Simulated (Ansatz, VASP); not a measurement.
# AlN: VASP beside Ansatz

```
Al N
1.0
     0.00000    1.95127    1.95127
     1.95127    0.00000    1.95127
     1.95127    1.95127    0.00000
Al N
1 1
Direct
  0.00000 0.00000 0.00000
  0.50000 0.50000 0.50000
```

Change from the starting cell: functional lda, volume scaled by 0.96, PAW files.

Alike in both runs: task electric field gradients; functional LDA; k mesh 10 × 10 × 10; occupations fermi-dirac, width 0.02 eV; no spin polarisation.

|  | VASP | Ansatz |
| --- | --- | --- |
| version | VASP 6.6.1 | Ansatz 0.2.0 |
| potentials or method | VASP PAW LDA potentials, release 64 (Al, N) | PAW with Ansatz's default frozen-core files, scalar-relativistic |
| plane-wave cutoff (eV) | 520 | 420 |
| valence electrons in the cell | 8 | 8 |

VASP gave:

```
gap on the k mesh at the Fermi level (eV)                      : 4.98
pressure (GPa)                                                 : 27.7
Vzz of the field gradient on the site that differs most (V/Å²) : 0.0
```

What did Ansatz give for the same quantities?

gap on the k mesh at the Fermi level (eV): 4.98; pressure (GPa): 26.8; Vzz of the field gradient on the site that differs most (V/Å²): 0.0.

Caveats: so large a pressure means that the cell lies far from this level's equilibrium, or that cutoff or potentials fall short (VASP). A k mesh can miss the band edges.
